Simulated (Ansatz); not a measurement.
Pd, 1 atom in the cell. It takes space group Fm-3m (No. 225, cubic). Conventional cell: a = 3.893 Å, b = 3.893 Å, c = 3.893 Å, α = 90.00°, β = 90.00°, γ = 90.00°. Around Pd (site symmetry m-3m) lie 12 Pd at 2.75 Å. 

| Quantity | Value |
| --- | --- |
| Program | Ansatz 0.2.0 |
| Task | electron localisation function |
| Functional | BLYP |
| Potentials or basis | all-electron PAW datasets made for the crystal |
| Cutoff | 260 eV (chosen from the basis error) |
| k mesh | 12 × 12 × 12 |
| Occupations | tetrahedron |
| Spin | no spin polarisation |

Potentials or basis: all-electron PAW datasets made for the crystal.

Run with:

```sh
$ ansatz run input.yaml --threads 1 --pin off --max-ram 2560MiB --backend cpu --events-out ev --progress --plain --runs-dir out
```

Hardware: 1 thread of Intel(R) Xeon(R) Platinum 8488C (Sapphire Rapids), on a shared host.

Question: Estimate the wall time of this run.

Answer: Wall time 4.4 s on 1 thread of Intel(R) Xeon(R) Platinum 8488C (Sapphire Rapids), with other jobs on the host, peak memory 0.43 GiB. Counts: scf iterations 8, plane waves 137, k points 72, bands 9.
